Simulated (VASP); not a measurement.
## A single sheet of PtSe2: relaxation and electronic structure

Aim: model a single sheet of PtSe2 by a slab and find how far its highest filled level lies below the vacuum.

Method: PBE with D3(BJ); plane waves and PAW (Se, Pt), in VASP 6.6.1.

**1. Starting point**

The cell holds 3 atoms: 2 Se and 1 Pt. Its edges and angles: a = 3.724 Å, b = 3.724 Å, c = 17.531 Å, α = 90.0°, β = 90.0°, γ = 120.0°. It derives from PtSe2 (Sudovikovite). 1 sheet cut from a layered arrangement of the crystal. Vacuum lies along c.

Structure file:

```cif
data_structure
_symmetry_space_group_name_H-M 'P 1'
_symmetry_Int_Tables_number 1
_cell_length_a 3.7240
_cell_length_b 3.7240
_cell_length_c 17.5310
_cell_angle_alpha 90.000
_cell_angle_beta 90.000
_cell_angle_gamma 120.000
_cell_volume 210.55
loop_
_atom_site_label
_atom_site_type_symbol
_atom_site_fract_x
_atom_site_fract_y
_atom_site_fract_z
_atom_site_occupancy
Se1 Se 0.33333 0.66667 0.57219 1
Se2 Se 0.66667 0.33333 0.42781 1
Pt3 Pt 0.00000 0.00000 0.50000 1
```

**2. Surface relaxation**

All atoms relax at the fixed cell.

Input file INCAR:

```
SYSTEM = PtSe2
PREC = Normal
ENCUT = 300
EDIFF = 1E-05
NELM = 120
ISMEAR = 0
SIGMA = 0.05
LREAL = .FALSE.
ALGO = Fast
GGA = PE
IVDW = 12
NBANDS = 17
LASPH = .TRUE.
LORBIT = 11
LWAVE = .FALSE.
LCHARG = .FALSE.
KPAR = 2
IBRION = 2
NSW = 40
ISIF = 2
EDIFFG = -0.03
POTIM = 0.4
MAXMIX = 40
IDIPOL = 3
LDIPOL = .TRUE.
DIPOL = 0.5 0.5 0.5
```

Input file POSCAR:

```
PtSe2
1.0
    3.7240000000      0.0000000000      0.0000000000
   -1.8620000000      3.2250786040      0.0000000000
    0.0000000000      0.0000000000     17.5310000000
Se Pt
2 1
Direct
    0.3333333330      0.6666666670      0.5721864130
    0.6666666670      0.3333333330      0.4278135870
    0.0000000000      0.0000000000      0.5000000000
```

Input file KPOINTS:

```
Automatic mesh
0
Gamma
9 9 1
0 0 0
```

Potentials, in the order of the species: Se and Pt (PBE family, release 64).

On the command line:

```
$ mpirun -np 2 vasp_std
```

Output:

```text
[banner, memory and clock lines left out]
running    2 mpi-ranks, on    1 nodes
 distrk:  each k-point on    1 cores,    2 groups
 distr:  one band on    1 cores,    1 groups

 POSCAR found type information on POSCAR SePt
 POSCAR found :  2 types and       3 ions
 LDA part: xc-table for (Slater+PW92), standard interpolation
 POSCAR, INCAR and KPOINTS ok, starting setup
 FFT: planning ... GRIDC
 FFT: planning ... GRID_SOFT
 FFT: planning ... GRID
 WAVECAR not read
 entering main loop
       N       E                     dE             d eps       ncg     rms          rms(c)
DAV:   1     0.129180892731E+03    0.12918E+03   -0.61673E+03   416   0.641E+02
DAV:   2    -0.379510832606E+01   -0.13298E+03   -0.12756E+03   570   0.153E+02
DAV:   3    -0.149326300622E+02   -0.11138E+02   -0.11065E+02   475   0.543E+01
DAV:   4    -0.151133699164E+02   -0.18074E+00   -0.18044E+00   517   0.772E+00
DAV:   5    -0.151164358941E+02   -0.30660E-02   -0.30656E-02   515   0.974E-01    0.129E+01
RMM:   6    -0.144451717989E+02    0.67126E+00   -0.41677E+00   408   0.115E+01    0.703E+00
RMM:   7    -0.142969527301E+02    0.14822E+00   -0.59568E-01   408   0.483E+00    0.329E+00
RMM:   8    -0.142631414251E+02    0.33811E-01   -0.52367E-02   410   0.164E+00    0.461E-01
RMM:   9    -0.142624924123E+02    0.64901E-03   -0.20235E-02   412   0.852E-01    0.165E-01
RMM:  10    -0.142626637367E+02   -0.17132E-03   -0.18798E-03   420   0.262E-01    0.151E-01
RMM:  11    -0.142628181684E+02   -0.15443E-03   -0.53429E-04   422   0.126E-01    0.168E-01
RMM:  12    -0.142642706472E+02   -0.14525E-02   -0.69589E-03   437   0.395E-01    0.598E-01
RMM:  13    -0.142628365464E+02    0.14341E-02   -0.17668E-03   408   0.209E-01    0.295E-01
RMM:  14    -0.142627782270E+02    0.58319E-04   -0.25036E-04   408   0.714E-02    0.209E-01
RMM:  15    -0.142627568279E+02    0.21399E-04   -0.55171E-05   341   0.363E-02    0.188E-01
RMM:  16    -0.142627520233E+02    0.48046E-05   -0.47053E-05   343   0.307E-02
   1 F= -.15160607E+02 E0= -.15160607E+02  d E =-.151606E+02
 curvature:   0.00 expect dE= 0.000E+00 dE for cont linesearch  0.000E+00
 trial: gam= 0.00000 g(F)=  0.276E-01 g(S)=  0.000E+00 ort = 0.000E+00 (trialstep = 0.100E+01)
 search vector abs. value=  0.276E-01
 bond charge predicted
       N       E                     dE             d eps       ncg     rms          rms(c)
DAV:   1    -0.142841512431E+02   -0.21394E-01   -0.88083E-01   420   0.487E+00    0.477E-01
RMM:   2    -0.142860027122E+02   -0.18515E-02   -0.33873E-02   410   0.958E-01    0.607E-01
RMM:   3    -0.142868643621E+02   -0.86165E-03   -0.32289E-03   411   0.343E-01    0.154E-01
RMM:   4    -0.142870524864E+02   -0.18812E-03   -0.66900E-04   410   0.149E-01    0.630E-02
RMM:   5    -0.142870005180E+02    0.51968E-04   -0.24287E-04   407   0.852E-02    0.260E-02
RMM:   6    -0.142869995718E+02    0.94617E-06   -0.10313E-04   393   0.497E-02    0.105E-02
RMM:   7    -0.142870031774E+02   -0.36056E-05   -0.23730E-05   303   0.250E-02
   2 F= -.15181565E+02 E0= -.15181565E+02  d E =-.209582E-01
 trial-energy change:   -0.020958  1 .order   -0.020916   -0.027619   -0.014212
 step:   2.0601(harm=  2.0601)  dis= 0.04756  next Energy=   -15.189056 (dE=-0.284E-01)
 bond charge predicted
       N       E                     dE             d eps       ncg     rms          rms(c)
DAV:   1    -0.142955195137E+02   -0.85199E-02   -0.99389E-01   416   0.517E+00    0.482E-01
RMM:   2    -0.142980444535E+02   -0.25249E-02   -0.33039E-02   408   0.975E-01    0.772E-02
RMM:   3    -0.142984778483E+02   -0.43339E-03   -0.40890E-03   415   0.365E-01    0.431E-02
RMM:   4    -0.142985768892E+02   -0.99041E-04   -0.82184E-04   409   0.168E-01    0.475E-02
RMM:   5    -0.142986065098E+02   -0.29621E-04   -0.17097E-04   393   0.797E-02    0.304E-02
RMM:   6    -0.142986163308E+02   -0.98210E-05   -0.42243E-05   328   0.387E-02
   3 F= -.15189617E+02 E0= -.15189617E+02  d E =-.290105E-01
 curvature:  -1.03 expect dE=-0.270E-04 dE for cont linesearch -0.270E-04
 trial: gam=-0.02987 g(F)=  0.262E-04 g(S)=  0.000E+00 ort = 0.851E-03 (trialstep = 0.121E+01)
 search vector abs. value=  0.250E-07
 reached required accuracy - stopping structural energy minimisation
```

Run time: 8.2 s. Hardware: 2 MPI ranks of Intel Xeon 6975P-C (Granite Rapids), shared host; peak memory 0.32 GiB.

The logs omit lines about the potential files and the build; timing stands in the text.

Parts of OUTCAR (step 2):

```text
ion  position               nearest neighbor table
   1  0.333  0.667  0.572-   3 2.49   3 2.49   3 2.49
   2  0.667  0.333  0.428-   3 2.49   3 2.49   3 2.49
   3  0.000  0.000  0.500-   1 2.49   2 2.49   2 2.49   1 2.49   2 2.49   1 2.49

  LATTYP: Found a hexagonal cell.
 ALAT       =     3.7240000000
 C/A-ratio  =     4.7075725027

 Subroutine GETGRP returns: Found 12 space group operations
 (whereof 12 operations were pure point group operations)

The static configuration has the point symmetry D_3d.

 Found     12 irreducible k-points:

   k-points           NKPTS =     12   k-points in BZ     NKDIM =     12   number of bands    NBANDS=     17

   dimension x,y,z NGX =    16 NGY =   16 NGZ =   80
   dimension x,y,z NGXF=    32 NGYF=   32 NGZF=  160

   ENCUT  =  300.0 eV  22.05 Ry    4.70 a.u.   5.26  5.26 24.76*2*pi/ulx,y,z

   NELECT =      22.0000    total number of electrons

 k-points in reciprocal lattice and weights: Automatic mesh
   0.00000000  0.00000000  0.00000000       0.012
   0.11111111  0.00000000  0.00000000       0.074
   0.22222222  0.00000000  0.00000000       0.074
   0.33333333  0.00000000  0.00000000       0.074
   0.44444444  0.00000000  0.00000000       0.074
   0.11111111  0.11111111  0.00000000       0.074
   0.22222222  0.11111111  0.00000000       0.148
   0.33333333  0.11111111  0.00000000       0.148
   0.44444444  0.11111111  0.00000000       0.074
   0.22222222  0.22222222  0.00000000       0.074
   0.33333333  0.22222222  0.00000000       0.148
   0.33333333  0.33333333  0.00000000       0.025

 Edisp (eV)   -0.89456

 dipolmoment           0.000000      0.000000     -0.000000 electrons x Angstroem

 average (electrostatic) potential at core
       1 -60.5510       2 -60.5510       3 -76.5887

 E-fermi :  -2.2405

 k-point     1 :       0.0000    0.0000    0.0000
  band No.  band energies     occupation
    ...
      7      -5.3204      2.00000
      8      -3.7241      2.00000
      9      -3.0963      2.00000
     10      -2.4859      2.00000
     11      -2.4859      2.00000
     12       0.4906      0.00000
     13       0.4906      0.00000
     14       2.0413      0.00000
     15       2.8156      0.00000
     16       3.1720      0.00000
    ...

 k-point     2 :       0.1111    0.0000    0.0000
  band No.  band energies     occupation
    ...
      7      -5.4116      2.00000
      8      -4.1292      2.00000
      9      -2.8779      2.00000
     10      -2.5673      2.00000
     11      -2.4913      2.00000
     12      -0.2878      0.00000
     13       0.3076      0.00000
     14       2.4676      0.00000
     15       3.0534      0.00000
     16       3.6600      0.00000
    ...

 k-point     3 :       0.2222    0.0000    0.0000
  band No.  band energies     occupation
    ...
      7      -5.5382      2.00000
      8      -4.6318      2.00000
      9      -2.8903      2.00000
     10      -2.7183      2.00000
     11      -2.6638      2.00000
     12      -1.1082      0.00000
     13       0.0951      0.00000
     14       3.1719      0.00000
     15       3.3350      0.00000
     16       3.6604      0.00000
    ...

 Edisp (eV)   -0.89100

  Total      -0.36219    -0.36219    -0.04865     0.00000     0.00000     0.00000
  in kB      -2.75611    -2.75611    -0.37022     0.00000     0.00000     0.00000
  external pressure =       -1.96 kB  Pullay stress =        0.00 kB

  energy-cutoff  :      300.00
  volume of cell :      210.55
      direct lattice vectors                 reciprocal lattice vectors
     3.724000000  0.000000000  0.000000000     0.268528464  0.155034981  0.000000000
    -1.862000000  3.225078604  0.000000000     0.000000000  0.310069962  0.000000000
     0.000000000  0.000000000 17.531000000     0.000000000  0.000000000  0.057041812

 POSITION                                       TOTAL-FORCE (eV/Angst)
 -----------------------------------------------------------------------------------
     -0.00000      2.15005     10.07856        -0.000000      0.000000      0.018437
      1.86200      1.07503      7.45244         0.000000      0.000000     -0.018437
      0.00000      0.00000      8.76550         0.000000      0.000000     -0.000000
 -----------------------------------------------------------------------------------
    total drift:                               -0.000000      0.000000     -0.000000

  FREE ENERGIE OF THE ION-ELECTRON SYSTEM (eV)
  ---------------------------------------------------
  free  energy   TOTEN  =       -15.1896172557 eV

  energy  without entropy=      -15.1896172557  energy(sigma->0) =      -15.18961726

 reached required accuracy - stopping structural energy minimisation

 vacuum level on the upper side and lower side of the slab         3.177         3.177

 total charge
# of ion       s       p       d       tot
------------------------------------------
    1        1.477   2.246   0.056   3.779
    2        1.477   2.246   0.056   3.779
    3        0.676   0.696   7.984   9.356
--------------------------------------------------
tot          3.630   5.188   8.097  16.915

[... 3 further parts left out ...]
```

CONTCAR:

```
PtSe2
   1.00000000000000
     3.7240000000000002    0.0000000000000000    0.0000000000000000
    -1.8620000000000001    3.2250786040000001    0.0000000000000000
     0.0000000000000000    0.0000000000000000   17.5309999999999988
  Se              Pt
     2     1
Direct
     0.3333333329999988    0.6666666670000012    0.5748992819813077
     0.6666666670000012    0.3333333329999988    0.4251007180186923
     0.0000000000000000    0.0000000000000000    0.5000000000000000
```

The gap is read on the k-mesh alone, so it is an upper bound where the band edges lie off the mesh. The run keeps the 12 symmetry operations of its start, so it cannot find a distortion of lower symmetry.

Relaxation path:

```csv
step,energy less that of the first step (eV),largest force (eV/Å)
1,0.0000,0.5982
2,-0.0210,0.3078
3,-0.0290,0.0184
```

The atoms that moved most (Å):

```csv
atom,dx,dy,dz,length
Se1,0.000,0.000,0.048,0.048
Se2,0.000,0.000,-0.048,0.048
```

Final coordinates:

```xyz
3
Lattice="3.7240 0.0000 0.0000 -1.8620 3.2251 0.0000 0.0000 0.0000 17.5310" Properties=species:S:1:pos:R:3
Se    0.0000    2.1501   10.0786
Se    1.8620    1.0750    7.4524
Pt    0.0000    0.0000    8.7655
```

Numbers from this step:

- electronic cycles: 29
- electrons: 22
- free energy (TOTEN): -15.19 eV
- Fermi energy: -2.240 eV
- labelled metallic, from the levels on this mesh: no
- dipole moment: 0, 0, 0 e·Å
- gap on the k-mesh: 1.378 eV
- least direct gap on the k-mesh: 1.556 eV

The run ended after 3 ionic steps, 0.029 eV below its first step, once the forces on the free atoms met EDIFFG = -0.03.

Only the dipole across the slab is computed (IDIPOL = 3); zeros along the plane are no results.

(Continued in part 2 of 2.)

[Lines on the potential files, build, host, timing and source positions are cut from VASP's logs without a mark.]

[Logs are printed without paths, hosts, clocks, repeated set-up lines and the standing remarks that a program may print on its own settings, such as how far it seeks lower states.]

[Hosts, paths, dates, database ids (printed as entryN), source tags and the programs' standing remarks are cut or masked in the printed files.]

[In band tables of VASP the shares of atoms and orbitals are scaled to a sum of 1 inside the atoms' spheres.]

[Runs that stopped without an error message from VASP are left out.]
